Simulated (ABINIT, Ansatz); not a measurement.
# GaN (F-43m): from Born charge to LO-TO splitting

Wanted: the LO mode of GaN (F-43m) from the TO mode and the field response.

Program: ABINIT 10.8.3. Level of theory: DFT LDA, scalar-relativistic, plane waves, PseudoDojo norm-conserving pseudopotentials. Results are calculated unless marked as measured.

### 1. The relaxed structure

Symmetry: F-43m, No. 216, cubic system. The conventional cell has a = 4.453 Å, b = 4.453 Å, c = 4.453 Å, α = 90.00°, β = 90.00°, γ = 90.00°. Nearest to Ga lie 4 N at 1.93 Å. N has 4 Ga at 1.93 Å nearest. Farther neighbours and most contacts between anions are not listed.

Structure file:

```
Ga N
1.0
    -2.22662    0.00000    2.22662
     0.00000    2.22662    2.22662
    -2.22662    2.22662    0.00000
Ga N
1 1
Direct
  0.00000 0.00000 0.00000
  0.75000 0.75000 0.75000
```

This is the cell after its relaxation at this level of theory, not the database cell from which that began.

### 2. What the response run gave

A linear-response run on the relaxed cell, with the response to an electric field; only its zone-centre results are used. Cutoff 51 Ha, k mesh 8×8×8 with shifts.

Numbers of over 12 decimals in the logs are rounded to 6 here.

Output:

```text
[banners, grids, parts of the stress and lines that vanish by symmetry left out]
- input  file    -> dfpt_gamma.abi
- output file    -> dfpt_gamma.abo
- root for input  files -> dfpt_gammai
[...]
DATASET    1 : space group F-4 3 m (#216); Bravais cF (face-center cubic)
[...]
nfft =       64000          nkpt =        1024
[...]
DATASET    2 : space group F-4 3 m (#216); Bravais cF (face-center cubic)
[...]
nfft =       64000          nkpt =        1024
[...]
== DATASET  1 ==================================================================
[...]
cutoff_energies: {ecut:  51.0, pawecutdg:  -1.0, }
[...]
-  7.00000   5.00000  180309                  znucl, zion, pspdat
[...]
Perturbation : derivative vs k along direction   1
[...]
-ETOT  1  -63.566932967515     -6.357E+01 1.410E+00 0.000E+00
 ETOT  2  -63.828204448745     -2.613E-01 4.066E-01 0.000E+00
 ETOT  3  -63.839105202206     -1.090E-02 2.637E-02 0.000E+00
 ETOT  4  -63.840075882942     -9.707E-04 1.324E-02 0.000E+00
 ETOT  5  -63.840200615785     -1.247E-04 1.016E-03 0.000E+00
[...]
At SCF step   31   max residual=  9.99E-21 < tolwfr=  1.00E-20 =>converged.
[...]
Perturbation : derivative vs k along direction   2
[...]
-ETOT  1  -63.566932967051     -6.357E+01 1.410E+00 0.000E+00
[...]
At SCF step   31   max residual=  9.99E-21 < tolwfr=  1.00E-20 =>converged.
[...]
Perturbation : derivative vs k along direction   3
[...]
-ETOT  1  -63.566932966587     -6.357E+01 1.410E+00 0.000E+00
[...]
At SCF step   31   max residual=  9.99E-21 < tolwfr=  1.00E-20 =>converged.
[...]
1        1       1.0311198845    0.0000000000
     1        2      -0.5155599423   -0.0000000000
     1        3      -0.5155599423   -0.0000000000
     2        1      -0.5155599423   -0.0000000000
     2        2       1.0311198845    0.0000000000
     2        3       0.5155599423   -0.0000000000
     3        1      -0.5155599423   -0.0000000000
     3        2       0.5155599423   -0.0000000000
     3        3       1.0311198845    0.0000000000
[...]
== DATASET  2 ==================================================================
[...]
cutoff_energies: {ecut:  51.0, pawecutdg:  -1.0, }
[...]
Perturbation : displacement of atom   1   along direction   1
[...]
-ETOT  1   16.057388567167     -2.123E+04 2.326E+01 1.148E+02
[...]
At SCF step   12       vres2   =  1.92E-11 < tolvrs=  1.00E-10 =>converged.
[...]
At SCF step   11       vres2   =  5.62E-11 < tolvrs=  1.00E-10 =>converged.
[...]
-ETOT  1   3.425759     -1.098E+02 7.381E-01 1.287E+04
[...]
ETOT 10   1.042511     -7.116E-10 5.573E-09 9.461E-10
 ETOT 11   1.042511     -1.326E-10 2.649E-09 5.284E-11
 At SCF step   11       vres2   =  5.28E-11 < tolvrs=  1.00E-10 =>converged.
[...]
Dielectric tensor, in cartesian coordinates,
[...]
1    4   1    4         5.7540069683        -0.0000000000
   1    4   2    4        -0.0000000000        -0.0000000000
   1    4   3    4        -0.0000000000        -0.0000000000
   2    4   1    4        -0.0000000000        -0.0000000000
   2    4   2    4         5.7540069683        -0.0000000000
   2    4   3    4         0.0000000000        -0.0000000000
   3    4   1    4        -0.0000000000        -0.0000000000
   3    4   2    4         0.0000000000        -0.0000000000
   3    4   3    4         5.7540069683        -0.0000000000
  Effective charges, in cartesian coordinates,
[...]
1    1   1    4         2.6455140244         0.0000000000
   2    1   1    4        -0.0000000000         0.0000000000
   3    1   1    4         0.0000000000         0.0000000000
   1    2   1    4        -2.6453932320         0.0000000000
   2    2   1    4         0.0000000000         0.0000000000
[...]
Effective charges, in cartesian coordinates,
[...]
Rigid-atom elastic tensor , in cartesian coordinates,
[...]
Rigid-atom proper piezoelectric tensor, in cartesian coordinates,
[...]
2    4   2    6        -0.0159865346         0.0000000000
   2    4   3    6         0.0000000000         0.0000000000
   3    4   1    5         0.0000000000         0.0000000000
   3    4   2    5         0.0000000000         0.0000000000
   3    4   3    5         0.0000000000         0.0000000000
   3    4   1    6         0.0000000000         0.0000000000
   3    4   2    6         0.0000000000         0.0000000000
   3    4   3    6        -0.0159865430         0.0000000000
  Phonon wavevector (reduced coordinates) :  0.00000  0.00000  0.00000
 Phonon energies in Hartree :
[...]
Phonon frequencies in cm-1    :
-  1.219506E+00  1.219506E+00  1.219506E+00  5.536844E+02  5.536844E+02
-  5.536844E+02
  Phonon at Gamma, with non-analyticity in the
[...]
Phonon energies in Hartree :
[...]
Phonon frequencies in cm-1    :
-  1.219506E+00  1.219506E+00  1.219530E+00  5.536844E+02  5.536844E+02
-  7.341446E+02
  Phonon at Gamma, with non-analyticity in the
[...]
Phonon energies in Hartree :
[...]
Phonon frequencies in cm-1    :
-  1.219506E+00  1.219506E+00  1.219529E+00  5.536844E+02  5.536844E+02
-  7.341446E+02
  Phonon at Gamma, with non-analyticity in the
[...]
Phonon energies in Hartree :
[...]
Phonon frequencies in cm-1    :
-  1.219506E+00  1.219506E+00  1.219529E+00  5.536844E+02  5.536844E+02
-  7.341446E+02
[...]
fcart2     0.0000000000E+00  0.0000000000E+00  0.0000000000E+00
           strten2     0.0000000000E+00  0.0000000000E+00  0.0000000000E+00
================================================================================
```

| quantity | value |
| --- | --- |
| cell volume Ω (Å³) | 22.078 |
| mass of Ga (u) | 69.723 |
| mass of N (u) | 14.007 |
| Born charge of Ga, raw (e) | 2.646 |
| Born charge of N, raw (e) | -2.645 |
| ε∞ | 5.754 |
| ω(TO) after the sum rule (cm⁻¹) | 553.7 |

### 3. The calculation

The charges must sum to zero over the cell; taking off their mean, 0.000 e, leaves Z* = 2.645 e on Ga. In the polar mode Ga moves against N, so the reduced mass is μ = 69.72 × 14.01 / 83.73 = 11.664 u.

A longitudinal wave builds up a field that adds to the restoring force: ω(LO)² = ω(TO)² + 4π Z*² / (μ Ω ε∞), in Hartree atomic units. With μ = 21262 electron masses and Ω = 148.99 bohr³ the second term is 4.8248e-06 Ha², or 232405 cm⁻² (1 Ha = 219474.6 cm⁻¹).

So ω(LO) = √(306562 + 232405) = 734.1 cm⁻¹, and by the Lyddane-Sachs-Teller relation ε₀ = ε∞ (ω(LO)/ω(TO))² = 10.12.

### 4. Check against the program

The analysis program adds the same non-analytic term to the full matrix.

Output:

```text
[banners, grids, parts of the stress and lines that vanish by symmetry left out]
-outvars_anaddb: echo values of input variables ----------------------

 Flags :
[...]
Dielectric Tensor and Effective Charges
[...]
Effective charge tensors after
[...]
Phonon wavevector (reduced coordinates) :  0.00000  0.00000  0.00000
 Phonon energies in Hartree :
[...]
Phonon energies in meV     :
-  0.000000E+00  0.000000E+00  0.000000E+00  6.864773E+01  6.864773E+01
-  6.864773E+01
 Phonon frequencies in cm-1    :
-  0.000000E+00  0.000000E+00  0.000000E+00  5.536813E+02  5.536813E+02
-  5.536813E+02
 Phonon frequencies in Thz     :
-  0.000000E+00  0.000000E+00  0.000000E+00  1.659895E+01  1.659895E+01
-  1.659895E+01
 Phonon energies in Kelvin  :
-  0.000000E+00  0.000000E+00  0.000000E+00  7.966238E+02  7.966238E+02
-  7.966238E+02
[...]
-  1  0.00000000E+00  0.00000000E+00 -2.55964712E-03
-     0.00000000E+00  0.00000000E+00  0.00000000E+00
-  2  0.00000000E+00  0.00000000E+00 -2.55964645E-03
-     0.00000000E+00  0.00000000E+00  0.00000000E+00
[...]
-  1  0.00000000E+00 -2.55964712E-03  0.00000000E+00
-     0.00000000E+00  0.00000000E+00  0.00000000E+00
-  2  0.00000000E+00 -2.55964645E-03  0.00000000E+00
-     0.00000000E+00  0.00000000E+00  0.00000000E+00
[...]
-  1  2.55964712E-03  0.00000000E+00  0.00000000E+00
-     0.00000000E+00  0.00000000E+00  0.00000000E+00
-  2  2.55964645E-03  0.00000000E+00  0.00000000E+00
-     0.00000000E+00  0.00000000E+00  0.00000000E+00
[...]
-  1  1.00888230E-07 -2.48702520E-07 -1.14725636E-03
-     0.00000000E+00  0.00000000E+00  0.00000000E+00
-  2 -5.02203362E-07  1.23799616E-06  5.71083462E-03
-     0.00000000E+00  0.00000000E+00  0.00000000E+00
[...]
-  1  0.00000000E+00 -1.14725636E-03  2.48707851E-07
-     0.00000000E+00  0.00000000E+00  0.00000000E+00
-  2 -3.01748923E-07  5.71083464E-03 -1.23802270E-06
-     0.00000000E+00  0.00000000E+00  0.00000000E+00
[...]
-  1  1.14725638E-03  0.00000000E+00  1.00875087E-07
-     0.00000000E+00  0.00000000E+00  0.00000000E+00
-  2 -5.71083475E-03 -3.01857785E-07 -5.02137937E-07
-     0.00000000E+00  0.00000000E+00  0.00000000E+00
[...]
-     1         -0.000000     0.000000    -0.000000     0.000000
-     2          0.000000    -0.000000    -0.000000     0.000000
-     3          0.000000     0.000000     0.000000     0.000000
-     4          0.000274    -0.000675    -3.114674     3.114674
-     5          0.000165    -3.114674     0.000675     3.114674
-     6          3.114674     0.000165     0.000274     3.114674
[...]
-   1     Real    0.0000E+00  0.0000E+00  0.0000E+00  0.0000E+00  0.0000E+00  0.0000E+00  0.0000E+00
[...]
-     0.00000000E+00  0.00000000E+00  0.00000000E+00
-  2  0.00000000E+00  0.00000000E+00 -2.55964645E-03
-     0.00000000E+00  0.00000000E+00  0.00000000E+00
[...]
Phonon at Gamma, with non-analyticity in the
[...]
Phonon energies in Hartree :
[...]
Phonon energies in meV     :
-  0.000000E+00  0.000000E+00  0.000000E+00  6.864773E+01  6.864773E+01
-  9.102264E+01
 Phonon frequencies in cm-1    :
-  0.000000E+00  0.000000E+00  0.000000E+00  5.536813E+02  5.536813E+02
-  7.341471E+02
 Phonon frequencies in Thz     :
-  0.000000E+00  0.000000E+00  0.000000E+00  1.659895E+01  1.659895E+01
-  2.200918E+01
 Phonon energies in Kelvin  :
-  0.000000E+00  0.000000E+00  0.000000E+00  7.966238E+02  7.966238E+02
-  1.056274E+03
[...]
Phonon at Gamma, with non-analyticity in the
[...]
Phonon energies in Hartree :
[...]
Phonon energies in meV     :
-  0.000000E+00  0.000000E+00  0.000000E+00  6.864773E+01  6.864773E+01
-  9.102264E+01
 Phonon frequencies in cm-1    :
-  0.000000E+00  0.000000E+00  0.000000E+00  5.536813E+02  5.536813E+02
-  7.341471E+02
 Phonon frequencies in Thz     :
-  0.000000E+00  0.000000E+00  0.000000E+00  1.659895E+01  1.659895E+01
-  2.200918E+01
 Phonon energies in Kelvin  :
-  0.000000E+00  0.000000E+00  0.000000E+00  7.966238E+02  7.966238E+02
-  1.056274E+03
[...]
-  1  4.05089735E-06 -2.55962035E-03 -1.09805478E-05
-     0.00000000E+00  0.00000000E+00  0.00000000E+00
-  2  4.05080023E-06 -2.55961978E-03 -1.09806410E-05
-     0.00000000E+00  0.00000000E+00  0.00000000E+00
[...]
-  1  2.55964197E-03  4.03734852E-06  3.15876495E-06
-     0.00000000E+00  0.00000000E+00  0.00000000E+00
-  2  2.55964140E-03  4.03744354E-06  3.15886020E-06
-     0.00000000E+00  0.00000000E+00  0.00000000E+00
[...]
-  1  2.01233960E-04  6.91675441E-04 -8.92909400E-04
-     0.00000000E+00  0.00000000E+00  0.00000000E+00
-  2 -1.00170625E-03 -3.44303523E-03  4.44474148E-03
-     0.00000000E+00  0.00000000E+00  0.00000000E+00
[...]
-  1  9.14860485E-04 -6.31703964E-04 -2.83156521E-04
-     0.00000000E+00  0.00000000E+00  0.00000000E+00
-  2 -4.55401001E-03  3.14450807E-03  1.40950194E-03
-     0.00000000E+00  0.00000000E+00  0.00000000E+00
[...]
Direction                     Dielectric constant
[...]
Elastic Tensor (clamped ion) (unit:10^2GP):
[...]
Elastic Tensor (relaxed ion) (unit:10^2GP):
[...]
Calculation of the tensor related to piezoelectric effetc
[...]
Proper piezoelectric constants (clamped ion) (unit:c/m^2)
[...]
Increase cutoff energy or k-points sampling.
[...]
Proper piezoelectric constants (relaxed ion) (unit:c/m^2)
[...]
-0.00000000      0.40603702      0.00000000
      0.00000000     -0.00000000      0.40603664
-
```

```csv
quantity,by hand,program
ω(LO) (cm⁻¹),734.1,734.1
ε₀,10.12,10.12
```

### 5. What came out

- TO mode: 553.7 cm⁻¹
- LO mode: 734.1 cm⁻¹
- static dielectric constant: 10.12

In words: The LO mode of GaN (F-43m) lies at 734 cm⁻¹, 180 cm⁻¹ above the TO mode; the formula meets the program within 0.1 cm⁻¹, as it must for a cubic crystal with one polar mode. ω(LO)² − ω(TO)² goes with Z*²/ε∞: an error of 5 % in ε∞ would move the LO mode by 7.6 cm⁻¹, and semilocal functionals tend to overestimate ε∞. These are harmonic values at zero temperature, at the volume of this functional, for the structure held cubic; stability elsewhere in the zone is no part of this calculation.

[Host names and launcher messages were left out of these logs when they were recorded.]

[Logs are printed without paths, hosts, clocks, repeated set-up lines and the standing remarks that a program may print on its own settings, such as how far it seeks lower states.]

[Hosts, paths, dates, database ids (printed as entryN), source tags and the programs' standing remarks are cut or masked in the printed files.]
